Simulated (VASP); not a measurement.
# Nb5N4 in VASP: notebook

One slab, Nb5N4, is run at these levels: LDA; tasks: single point.

All numbers are computed with VASP 6.6.1; they aren't measurements. Logs are shortened: lines on timing, memory, paths and dates and some standing lists are left out, and cuts for length are marked.

**1. The slab as given**

The cell holds a slab with vacuum, 9 atoms: a = 2.940 Å, b = 2.940 Å, c = 29.160 Å, α = 90.00°, β = 90.00°, γ = 120.00°.

**2. Single point, LDA**

Contents of INCAR:

```
ALGO = Normal
DIPOL = 0.5 0.5 0.500
EDIFF = 1E-7
ENCUT = 600
GGA = CA
IDIPOL = 3
ISIF = 2
ISMEAR = 1
LASPH = True
LCHARG = False
LDIPOL = True
LREAL = False
LVACPOTAV = True
LVHAR = True
LWAVE = False
NBANDS = 60
NELM = 120
PREC = Accurate
SIGMA = 0.1
```

Contents of KPOINTS:

```
k-points
0
Gamma
  16 16 1
```

Contents of POSCAR:

```
Nb5N4
1.0
    2.9399979705      0.0000000000      0.0000000000
   -1.4699989852      2.5461129295      0.0000000000
    0.0000000000      0.0000000000     29.1600000000
Nb N
5 4
Direct
    0.0000000000      0.0000000000      0.3086419753
    0.0000000000      0.0000000000      0.4043209877
    0.0000000000      0.0000000000      0.5000000000
    0.0000000000      0.0000000000      0.5956790123
    0.0000000000      0.0000000000      0.6913580247
    0.6666666667      0.3333333334      0.3564814815
    0.6666666667      0.3333333334      0.4521604938
    0.6666666667      0.3333333334      0.5478395062
    0.6666666667      0.3333333334      0.6435185185
```

Potentials or basis: VASP PAW LDA potentials, release 64 (Nb_sv, N).

Launch:

```bash
cat potpaw_LDA.64/Nb_sv/POTCAR potpaw_LDA.64/N/POTCAR > POTCAR
mpirun -np 1 vasp_std > vasp.out
```

OUTCAR:

```text
EDIFF = 1E-7
   ENCUT = 600
   GGA = CA
   ISIF = 2
   ISMEAR = 1
   LASPH = True
   LREAL = False
   NELM = 120
   PREC = Accurate

 Found     30 irreducible k-points:

 Following reciprocal coordinates:
            Coordinates               Weight
  0.000000  0.000000  0.000000      1.000000
  0.062500  0.000000  0.000000      6.000000
  0.125000  0.000000  0.000000      6.000000
  0.187500  0.000000  0.000000      6.000000
  0.250000  0.000000  0.000000      6.000000
  0.312500  0.000000  0.000000      6.000000
   k-points           NKPTS =     30   k-points in BZ     NKDIM =     30   number of bands    NBANDS=     60
   number of dos      NEDOS =    301   number of ions     NIONS =      9
   total plane-waves  NPLWV = 138240
   dimension x,y,z NGX =    24 NGY =   24 NGZ =  240
   dimension x,y,z NGXF=    48 NGYF=   48 NGZF=  480
   ions per type =               5   4
   NGX,Y,Z   is equivalent  to a cutoff of  13.57, 13.57, 13.68 a.u.
   NGXF,Y,Z  is equivalent  to a cutoff of  27.14, 27.14, 27.37 a.u.
 SYSTEM =  unknown system
   PREC   = accura    normal or accurate (medium, high low for compatibility)
   ISTART =      0    job   : 0-new  1-cont  2-samecut
   ICHARG =      2    charge: 1-file 2-atom 10-const
   ISPIN  =      1    spin polarized calculation?
   LNONCOLLINEAR =      F non collinear calculations
   LSORBIT =      F    spin-orbit coupling
   LASPH  =      T    aspherical Exc in radial PAW
   ENCUT  =  600.0 eV  44.10 Ry    6.64 a.u.   5.87  5.87 58.24*2*pi/ulx,y,z
   NELM   =    120;   NELMIN=  2; NELMDL= -5     # of ELM steps
   EDIFF  = 0.1E-06   stopping-criterion for ELM
   LREAL  =      F    real-space projection
   EDIFFG = 0.1E-05   stopping-criterion for IOM
   NSW    =      0    number of steps for IOM
   IBRION =     -1    ionic relax: 0-MD 1-quasi-New 2-CG
   NFREE  =      0    steps in history (QN), initial steepest desc. (CG)
   ISIF   =      2    stress and relaxation
   ISYM   =      2    0-nonsym 1-usesym 2-fastsym
   POTIM  = 0.5000    time-step for ionic-motion
   TEBEG  =    0.0;   TEEND  =   0.0 temperature during run
   PSTRESS=    0.0 pullay stress
   NELECT =      85.0000    total number of electrons
   NUPDOWN=      -1.0000    fix difference up-down
   EMIN   =  10.00;   EMAX   =-10.00  energy-range for DOS
   EFERMI =   0.00;   METHOD = LEGACY
   ISMEAR =     1;   SIGMA  =   0.10  broadening in eV -4-tet -1-fermi 0-gaus
   EFERMI_NEDOS =   21; number of points for ismear=-14 and -15
   IALGO  =     38    algorithm
   IMIX   =      4    mixing-type and parameters
     AMIX     =   0.40;   BMIX     =  1.00
     AMIX_MAG =   1.60;   BMIX_MAG =  1.00
  volume/ion in A,a.u.               =      24.25       163.67
  Fermi-wavevector in a.u.,A,eV,Ry     =   1.195484  2.259137 19.445199  1.429182
  Thomas-Fermi vector in A             =   2.331448
   LORBIT       =      0    0 simple, 1 ext, 2 COOP (PROOUT), +10 PAW based schemes
   GGA     = CA    functional components
   LHFCALC =     F    Hartree Fock is set to
   AEXX    =    0.0000 exact exchange contribution
   IVDW    =     0    specifies the selected vdW correction
   LEPSILON=     F    determine dielectric tensor
   LRPA    =     F    only Hartree local field effects (RPA)
 non-spin polarized calculation
 Methfessel and Paxton  Order N= 1 SIGMA  =   0.10
  energy-cutoff  :      600.00
  volume of cell :      218.28
 maximum number of plane-waves:      7324
 NGX is ok and might be reduce to    24
   NGX = 11   NGY = 11   NGZ =117

 dipolmoment           0.000000      0.000000     -0.000000 electrons x Angstroem

 number of electron      85.0000005 magnetization

 dipolmoment           0.000000      0.000000      0.000000 electrons x Angstroem

 Free energy of the ion-electron system (eV)
  ---------------------------------------------------
  ext. energy  EPLUGINS =         0.00000000
  ---------------------------------------------------
  free energy    TOTEN  =      -100.69672643 eV

  energy without entropy =     -100.70070094  energy(sigma->0) =     -100.69805127

 E-fermi :   3.3179     XC(G=0):  -7.0594

 val. band max:        3.2420747433   @ k =   0.3750   0.2500   0.0000
 cond. band min:       3.3535861091   @ k =   0.0000   0.0000   0.0000
 fundamental gap:      0.1115113658
 Fermi energy:         3.3179023576

 k-point     1 :       0.0000    0.0000    0.0000
  band No.  band energies     occupation
      1     -51.8922      2.00000
      2     -51.8583      2.00000
      3     -51.7628      2.00000
      4     -51.4529      2.00000
      5     -51.4528      2.00000
      6     -28.9823      2.00000
[... 46 lines left out ...]
     53       5.5819      0.00000
     54       6.4767      0.00000

 k-point     2 :       0.0625    0.0000    0.0000
  band No.  band energies     occupation
      1     -51.8857      2.00000
      2     -51.8519      2.00000
      3     -51.7566      2.00000
      4     -51.4469      2.00000
      5     -51.4468      2.00000
      6     -28.9693      2.00000
[... 46 lines left out ...]
     53       5.8502      0.00000
     54       6.4287      0.00000

 k-point     3 :       0.1250    0.0000    0.0000
  band No.  band energies     occupation
      1     -51.8672      2.00000
      2     -51.8337      2.00000
      3     -51.7388      2.00000
      4     -51.4299      2.00000
      5     -51.4297      2.00000
      6     -28.9318      2.00000
[... 46 lines left out ...]
     53       6.3117      0.00000
     54       6.3635      0.00000

 k-point     4 :       0.1875    0.0000    0.0000
  band No.  band energies     occupation
      1     -51.8393      2.00000
      2     -51.8063      2.00000
      3     -51.7121      2.00000
      4     -51.4042      2.00000
      5     -51.4041      2.00000
      6     -28.8752      2.00000
[... 46 lines left out ...]
     53       6.3780      0.00000
     54       6.4466      0.00000

 k-point     5 :       0.2500    0.0000    0.0000
  band No.  band energies     occupation
      1     -51.8061      2.00000
      2     -51.7738      2.00000
      3     -51.6804      2.00000
      4     -51.3737      2.00000
      5     -51.3736      2.00000
      6     -28.8074      2.00000
[... 46 lines left out ...]
     53       6.2230      0.00000
     54       6.7067      0.00000

 k-point     6 :       0.3125    0.0000    0.0000
  band No.  band energies     occupation
      1     -51.7727      2.00000
      2     -51.7411      2.00000
      3     -51.6484      2.00000
      4     -51.3430      2.00000
      5     -51.3429      2.00000
      6     -28.7383      2.00000
[... 46 lines left out ...]
     53       6.1213      0.00000
     54       7.0201      0.00000

 [... further k-points ...]

 [bands above 54 left out]

------------------------ aborting loop because EDIFF is reached ----------------------------------------

  FORCE on cell =-STRESS in cart. coord.  units (eV):
  Direction    XX          YY          ZZ          XY          YZ          ZX
  --------------------------------------------------------------------------------------
  -------------------------------------------------------------------------------------
  Total       -6.0216821     -6.0216821      5.5871769     -0.0000000      0.0000000     -0.0000000
  in kB      -44.1993816    -44.1993816     41.0100962     -0.0000000      0.0000000     -0.0000000
  external PRESSURE =     -15.7962223 kB  Pullay stress =       0.0000000 kB

 VOLUME and BASIS-vectors are now :
 -----------------------------------------------------------------------------
  energy-cutoff  :      600.00
  volume of cell :      218.28
      direct lattice vectors                 reciprocal lattice vectors
     2.939997970  0.000000000  0.000000000     0.340136289  0.196377778  0.000000000
    -1.469998985  2.546112930  0.000000000     0.000000000  0.392755556  0.000000000
     0.000000000  0.000000000 29.160000000     0.000000000  0.000000000  0.034293553

 POSITION                                       TOTAL-FORCE (eV/Angst)
 -----------------------------------------------------------------------------------
      0.00000      0.00000      9.00000        -0.000000     -0.000000     -0.378753
      0.00000      0.00000     11.79000        -0.000000      0.000000     -0.469669
      0.00000      0.00000     14.58000        -0.000000      0.000000      0.000000
      0.00000      0.00000     17.37000         0.000000      0.000000      0.469669
      0.00000      0.00000     20.16000        -0.000000      0.000000      0.378753
      1.47000      0.84870     10.39500        -0.000000      0.000000      0.127051
      1.47000      0.84870     13.18500         0.000000      0.000000      0.026133
      1.47000      0.84870     15.97500        -0.000000      0.000000     -0.026133
      1.47000      0.84870     18.76500        -0.000000      0.000000     -0.127051
 -----------------------------------------------------------------------------------
    total drift:                                0.000000     -0.000000      0.000000

  FREE ENERGIE OF THE ION-ELECTRON SYSTEM (eV)
  ---------------------------------------------------
  free  energy   TOTEN  =      -100.6967264296 eV

  energy  without entropy=     -100.7007009413  energy(sigma->0) =     -100.69805127

 vacuum level on the upper side and lower side of the slab         8.391         8.391
```

Wall time 11 min (1 thread of AMD EPYC 9R45 (Zen 5), shared host); peak memory 0.47 GiB.

The run converged, but some of its settings lie outside the range that counts as converged, so its numbers aren't taken as properties of the slab.

Results:

| Property | Result |
| --- | --- |
| Free energy | -100.6967 eV |
| Largest force | 0.470 eV/Å |
| Band gap on the k mesh | none (metal or under the smearing width) |
| Work function of the upper face | 5.07 eV |
| Work function of the lower face | 5.07 eV |

**3. Single point, LDA**

Edit INCAR of step 2 so:

```diff
@@ -3,3 +3,3 @@
 EDIFF = 1E-7
-ENCUT = 600
+ENCUT = 500
 GGA = CA
```

Contents of KPOINTS:

```
k-points
0
Gamma
  13 13 1
```

POSCAR is that of step 2.

Potentials or basis: VASP PAW LDA potentials, release 64 (Nb_sv, N).

Launch:

```bash
cat potpaw_LDA.64/Nb_sv/POTCAR potpaw_LDA.64/N/POTCAR > POTCAR
mpirun -np 1 vasp_std > vasp.out
```

It took 5.6 min on 1 thread of AMD EPYC 9R45 (Zen 5), shared host; peak memory 0.36 GiB.

The run converged, but some of its settings lie outside the range that counts as converged, so its numbers aren't taken as properties of the slab.

What came out:

- Free energy: -100.7000 eV
- Largest force: 0.474 eV/Å
- Band gap on the k mesh: none (metal or under the smearing width)
- Work function of the upper face: 5.12 eV
- Work function of the lower face: 5.12 eV
